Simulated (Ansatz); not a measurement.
A plane-wave DFT run in Ansatz 0.2.0 (scalar-relativistic PAW potentials unless the input names others): input and command.

```yaml
crystal:
  lattice:
    - [2.13515, -2.13515, 0.0]
    - [2.13515, 0.0, -2.13515]
    - [9.2523166667, 8.5406, 7.8288833333]
  atoms:
    - { symbol: Mg, position: [0.6666666667, 0.6527777778, 0.0416666667] }
    - { symbol: Mg, position: [0.0, -0.2916666667, 0.875] }
    - { symbol: Mg, position: [0.3333333333, 0.2638888889, 0.2083333333] }
    - { symbol: Mg, position: [0.6666666667, 0.4861111111, 0.5416666667] }
    - { symbol: Mg, position: [0.0, -0.125, 0.375] }
    - { symbol: Mg, position: [0.3333333333, 0.0972222222, 0.7083333333] }
    - { symbol: O, position: [0.6666666667, 0.5694444444, 0.2916666667] }
    - { symbol: O, position: [0.0, -0.0416666667, 0.125] }
    - { symbol: O, position: [0.3333333333, 0.1805555556, 0.4583333333] }
    - { symbol: O, position: [0.6666666667, 0.4027777778, 0.7916666667] }
    - { symbol: O, position: [1.0, 0.7916666667, 0.625] }
    - { symbol: O, position: [0.3333333333, 0.0138888889, 0.9583333333] }
  symmetry: { detect: false }
kpoints:
  mp_grid: { grid: [9, 9, 2], shift: [0.5, 0.5, 0.5] }
hamiltonian:
  xc: r2scan
scf:
  occupations: { method: gaussian, width: 0.05 }
output:
  forces: true
  eigenvalues: true
  stress: true
```

```bash
ansatz run input.yaml --threads 2 --pin off --max-ram 5120MiB --backend cpu --events-out ev --progress --plain --runs-dir out
```

Abridged log:
```
Pseudopotentials: kind: paw
Pseudopotential: Mg, paw, valence charge 10, recommended cutoff 500 eV (meta_gga)
Pseudopotential: O, paw, valence charge 6, recommended cutoff 500 eV (meta_gga)
Functional definition: r2SCAN
Crystal: 12 atoms, lattice volume = 116.806 Å³
Basis set: ecut = 500 eV, 3011 PW (Γ), exchange–correlation on 96×96×480 points (64 copies of the dense FFT grid, shifted against one another)
Bands: 60, of which v1, the nominal top of the filled ones, is band 48 counted from 1 (47 counted from 0)
Symmetry: 1 space group operations
k-points: 81 of 162 (time reversal used)
Initial density: superposition of atomic densities (neutral atoms: chi_scale 0, normalization atom), corrected by the library's trained network
Initial wavefunctions: pseudopotential atomic-orbital guess
Functional: x = r2scan, c = r2scan; τ floored in thin density (d = 2e-4 eV/Å³)
SCF iter   1: F=—  HF=-14987.555124 eV  |F-HF|=—  |Δ(HF+E_count)|=         —  Δρ=1.01e-2  dr2=1.10e-1  dr2_τ=4.25e-1  ethr=1.77e-3  ⟨swp⟩=6.3  Hψ=19032  notcnv=0  defer=83
SCF iter   2: F=—  HF=-14988.005494 eV  |F-HF|=—  |Δ(HF+E_count)|=   4.50e-1  Δρ=5.41e-3  dr2=3.25e-2  dr2_τ=1.30e-3  ethr=1.15e-4  ⟨swp⟩=2.3  Hψ=9516  notcnv=0  defer=479
SCF iter   3: F=—  HF=-14987.999741 eV  |F-HF|=—  |Δ(HF+E_count)|=   5.75e-3  Δρ=1.83e-3  dr2=2.01e-3  dr2_τ=3.11e-4  ethr=3.39e-5  ⟨swp⟩=2.6  Hψ=6425  notcnv=0  defer=236
automatic band count: iteration 3 solves 57 bands in place of 60: the levels show a gap, and the empty bands left out lie too high to hold charge; the band table lists the bands solved (type scf.n_extra_bands for more)
SCF iter   4: F=—  HF=-14987.999635 eV  |F-HF|=—  |Δ(HF+E_count)|=   1.06e-4  Δρ=7.06e-4  dr2=5.35e-4  dr2_τ=9.18e-5  ethr=2.09e-6  ⟨swp⟩=2.0  Hψ=6325  notcnv=0  defer=236
SCF iter   5: F=—  HF=-14987.999530 eV  |F-HF|=—  |Δ(HF+E_count)|=   1.05e-4  Δρ=1.76e-4  dr2=2.56e-5  dr2_τ=2.40e-6  ethr=5.58e-7  ⟨swp⟩=2.0  Hψ=6325  notcnv=0  defer=236
SCF iter   6: F=—  HF=-14987.999542 eV  |F-HF|=—  |Δ(HF+E_count)|=   1.18e-5  Δρ=5.30e-5  dr2=2.64e-6  dr2_τ=3.56e-7  ethr=2.67e-8  ⟨swp⟩=2.0  Hψ=6579  notcnv=0  defer=236
SCF iter   7: F=—  HF=-14987.999541 eV  |F-HF|=—  |Δ(HF+E_count)|=   4.82e-7  Δρ=1.41e-5  dr2=1.43e-7  dr2_τ=2.24e-8  ethr=2.76e-9  ⟨swp⟩=2.0  Hψ=6273  notcnv=0  defer=236
SCF iter   8: F=-14987.999541 eV  HF=-14987.999541 eV  |F-HF|=4.94e-9  |Δ(HF+E_count)|=   4.61e-8  Δρ=4.05e-6  dr2=1.46e-8  dr2_τ=1.71e-9  ethr=1.04e-10  ⟨swp⟩=10.0  Hψ=18918  notcnv=0
SCF 1 converged in 8 iterations: F = -14987.999541 eV  dr2 = 1.46e-8
SCF converged after 8 iterations
Free energy (F): -14987.999541 eV
Harris-Foulkes:  -14987.999541 eV  (|F-HF|=4.94e-9)
Internal energy: -14987.999541 eV  (E = F + TS)
E sigma→0 (E₀):  -14987.999541 eV
Fermi energy:    9.891366 eV
--- Forces (eV/Å), atoms counted from 1 ---
  atom   1  Mg     4.01352415     0.33306954     8.48086134
  atom   2  Mg    -0.00859131    -0.37153857    -0.22064229
  atom   3  Mg     0.06505267     0.06877713     0.07375245
  atom   4  Mg     0.03814530     0.03814542     0.03812898
  atom   5  Mg     0.03718241     0.03755541     0.03743781
  atom   6  Mg     0.03729322     0.03721584     0.03667034
  atom   7  O     -0.04484885    -0.03279791    -0.03401366
  atom   8  O     -0.17778571     0.35474203     0.21405633
  atom   9  O     -0.03836235    -0.03797087    -0.03804978
  atom  10  O     -0.02606182    -0.02803135    -0.04717135
  atom  11  O     -0.03784176    -0.03787484    -0.03849092
  atom  12  O     -3.85768052    -0.36129285    -8.50246996
--- Stress (GPa, compression-positive) ---
       -3.347256      -0.603528       7.915963
       -0.603544      -5.176413       3.348308
        7.915983       3.348329       9.051528
  P = ⅓ Tr σ = 0.1760 GPa (1.760 kbar)
```

Apart from outputs and empty bands, the input differs from a reference run on usual settings in crystal.symmetry: not typed → {"detect": false}; kpoints.mp_grid.shift: not typed → [0.5, 0.5, 0.5]; hamiltonian.xc: "pbe" → "r2scan"; basis.ecutwfc: 420 → not typed. The reference, at the same geometry (not necessarily relaxed), gave pressure 5.44 GPa, largest force 9.332 eV/Å, gap on the mesh 4.02 eV. This run converged in 8 SCF iterations (reference: 7) with a total energy on another zero, pressure 0.18 GPa, largest force 9.389 eV/Å, gap on the mesh 5.16 eV.

It took 53 s on 2 threads of Arm Neoverse V1, on a shared host, peak memory 0.89 GiB.